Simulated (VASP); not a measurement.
Wanted: the native input for a VASP 6.6.1 run.

| Item | Value |
| --- | --- |
| Task | relaxation of cell and atoms |
| Functional | PBEsol |
| Potentials or basis | VASP PAW PBE potentials, release 64 (Ta_pv, N) |
| Cutoff | 600 eV |
| k mesh | 12 × 12 × 8 |
| Occupations | fermi-dirac, width 0.02 eV |
| Spin | no spin polarisation |
| Dipole correction | no |
| Further INCAR settings | ALGO = Normal; EDIFF = 1e-07; IBRION = 2; EDIFFG = -0.005; NSW = 80; ISIF = 3 |

The structure of TaN lies in POSCAR:

```
TaN
1.0
    2.9499276979      0.0000000000      0.0000000000
   -1.4749638490      2.5547123257      0.0000000000
    0.0000000000      0.0000000000      2.8982382384
Ta N
1 1
Direct
    0.3333333333      0.6666666667      0.5000000000
    0.0000000000      0.0000000000      0.0000000000
```

The input as run:

INCAR

```
PREC = Accurate
ENCUT = 600
EDIFF = 1E-7
ISMEAR = -1
SIGMA = 0.02
LREAL = False
LASPH = True
NELM = 100
ALGO = Normal
ISIF = 3
LWAVE = False
LCHARG = False
GGA = PS
IBRION = 2
NSW = 80
EDIFFG = -0.005
```

KPOINTS

```
regular mesh
0
Gamma
  12 12 8
```

Potentials or basis: VASP PAW PBE potentials, release 64 (Ta_pv, N).

Launch:

```sh
$ cat potpaw_PBE.64/Ta_pv/POTCAR potpaw_PBE.64/N/POTCAR > POTCAR
$ mpirun -np 1 vasp_std > vasp.out
```

It gave:

* Relaxed volume: 10.65 Å³/atom
* Relaxed cell: a = 2.925 Å, b = 2.925 Å, c = 2.873 Å, α = 90.00°, β = 90.00°, γ = 120.00°
* Space group after relaxing (to 0.05 Å): P-6m2 (No. 187)
* Energy gained by relaxing: 7.6 meV/atom
* Ionic steps: 9
* Pressure after relaxing: 0.0 GPa
* Band gap on the k mesh: none (metal or under the smearing width)

Caveat: the PAW data sets were made with another functional, which shifts forces and pressure a little.

Run time: 58 s on 1 thread of Intel(R) Xeon(R) Platinum 8488C (Sapphire Rapids) (shared host), peak memory 0.17 GiB.
